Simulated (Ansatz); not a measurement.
## Ta and the effect of the pressure

The cell as given:

```
Ta
1.0
    -1.65128    1.65128    1.65128
     1.65128   -1.65128    1.65128
     1.65128    1.65128   -1.65128
Ta
1
Direct
  0.00000 0.00000 0.00000
```

Kept alike: task relaxation of cell and atoms; functional PBEsol; k mesh 11 × 11 × 11; occupations fermi-dirac, width 0.05 eV; no spin polarisation. Program: Ansatz, Ansatz PAW, cutoff 420 eV. The mesh is that of the run's cell of 1 atom. No spin-orbit coupling.

```tsv
pressure, P (GPa)	volume (Å³/atom)
0	17.631
2	17.469
5	17.242
10	?
20	16.291
30	15.771
```

The relaxations keep at least the cell's symmetry (Im-3m). For a metal such a mesh leaves the last digits unconverged. The runs follow the start's structure, whether or not it is the stable one at these pressures. All rows use potentials made for PBE.

Fit the rows shown and predict the run at 10 GPa.

Murnaghan's form V = V0 (1 + B′P/B0)^(-1/B′) through the rows shown has V0 = 17.6289, B0 = 217.4 GPa and B′ = 3.73 (largest miss 0.0027); at P = 10 it gives 16.896 Å³/atom. The run gave: volume 16.894 Å³/atom.
